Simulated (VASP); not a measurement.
Set up this calculation in VASP 6.6.1, as the native input.

```
Task                   : single point
Functional             : PBEsol
Potentials or basis    : VASP PAW PBE potentials, release 64 (Mg, Ge_d)
Cutoff                 : 520 eV
k mesh                 : 6 × 6 × 6
Occupations            : gaussian, width 0.1 eV
Spin                   : no spin polarisation
Dipole correction      : no
Further INCAR settings : ALGO = Normal; EDIFF = 1e-06; NBANDS = 16
```

The structure of Mg2Ge lies in POSCAR:

```
Mg2Ge
1.0
    0.0000000000      3.1890000000      3.1890000000
    3.1890000000      0.0000000000      3.1890000000
    3.1890000000      3.1890000000      0.0000000000
Mg Ge
2 1
Direct
    0.2500000000      0.2500000000      0.2500000000
    0.7500000000      0.7500000000      0.7500000000
    0.0000000000      0.0000000000      0.0000000000
```

One way to write it, as run:

INCAR

```
ALGO     = Normal         # electronic algorithm
EDIFF    = 1E-6           # SCF threshold, eV
ENCUT    = 520            # plane-wave cutoff, eV
GGA      = PS             # functional
ISIF     = 2              # what is computed and relaxed
ISMEAR   = 0              # smearing method
LASPH    = True           # aspherical terms in the spheres
LCHARG   = False          # write CHGCAR
LREAL    = False          # projectors in reciprocal space
LWAVE    = False          # write WAVECAR
NBANDS   = 16             # bands
NELM     = 100            # most SCF steps
PREC     = Accurate       # precision mode
SIGMA    = 0.1            # smearing width, eV
```

KPOINTS

```
k-points
0
Gamma
  6 6 6
```

Potentials or basis: VASP PAW PBE potentials, release 64 (Mg, Ge_d).

Launch:

```sh
$ cat potpaw_PBE.64/Mg/POTCAR potpaw_PBE.64/Ge_d/POTCAR > POTCAR
$ mpirun -np 1 vasp_std > vasp.out
```

Results of the run:

```yaml
Pressure: -0.5 GPa
Band_gap_on_the_k_mesh: 0.08 eV, indirect (least direct gap 1.00 eV)
```

Caveat: the PAW data sets were made with another functional, which shifts forces and pressure a little.

Wall time 19 s on 1 thread of Intel(R) Xeon(R) Platinum 8259CL CPU @ 2.50GHz (Skylake/Cascade Lake), with other jobs on the host, peak memory 0.2 GiB.
